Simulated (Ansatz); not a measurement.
Theory: DFT PBE, scalar-relativistic, plane waves, PAW (Ansatz 0.2.0). Settings: cutoff 420 eV, Γ-centred meshes spaced at most about 0.3 Å⁻¹, and about 0.25 Å⁻¹ or finer for metals (2π included), Gaussian smearing. No spin polarisation.

These are static total energies at zero pressure.

Two relaxed structures of ZnSn2N2:

A.

```cif
data_structure
_symmetry_space_group_name_H-M 'Ibam'
_symmetry_Int_Tables_number 72
_cell_length_a 6.2201
_cell_length_b 9.5561
_cell_length_c 5.8995
_cell_angle_alpha 90.000
_cell_angle_beta 90.000
_cell_angle_gamma 90.000
_cell_volume 350.67
loop_
_atom_site_label
_atom_site_type_symbol
_atom_site_symmetry_multiplicity
_atom_site_Wyckoff_symbol
_atom_site_fract_x
_atom_site_fract_y
_atom_site_fract_z
_atom_site_occupancy
Zn1 Zn 4 a 0.00000 0.00000 0.25000 1
Sn1 Sn 8 j 0.05273 0.66020 0.00000 1
N1 N 8 j 0.10829 0.86307 0.50000 1
```

B.

```cif
data_structure
_symmetry_space_group_name_H-M 'R-3m:H'
_symmetry_Int_Tables_number 166
_cell_length_a 3.4440
_cell_length_b 3.4440
_cell_length_c 28.0216
_cell_angle_alpha 90.000
_cell_angle_beta 90.000
_cell_angle_gamma 120.000
_cell_volume 287.84
loop_
_atom_site_label
_atom_site_type_symbol
_atom_site_symmetry_multiplicity
_atom_site_Wyckoff_symbol
_atom_site_fract_x
_atom_site_fract_y
_atom_site_fract_z
_atom_site_occupancy
Zn1 Zn 3 a 0.00000 0.00000 0.00000 1
Sn1 Sn 6 c 0.00000 0.00000 0.22942 1
N1 N 6 c 0.66667 0.33333 0.26771 1
```

Question: Which is lower in energy, and by how much?

Answer: B is lower, by 83 meV/atom. A has space group Ibam (No. 72), 17.5 Å³/atom and no gap on its mesh; B has space group R-3m (No. 166), 19.2 Å³/atom and a gap of 0.46 eV. Counting N atoms around Sn and Zn (those within 1.25 times the shortest such distance or 1.15 times the sum of covalent radii, 1.27 where that leaves under three), A has Zn 4, Sn 2 and B has Zn 2, Sn 3. Even the lower one lies +0.24 eV/atom against the reference forms of the elements (uncorrected), so neither is stable at this level. Origin: A, invented; B, invented, then shaken at random and relaxed again.

Weakly bound directions are ill-defined at this level, which has no dispersion term (R-3m), and this can change margins and order among such cells. Kohn–Sham gaps at this level usually fall short of measured ones. The zero gap of Ibam may come from the functional, which often closes small gaps. Cells relaxed within their symmetry can be saddle points.
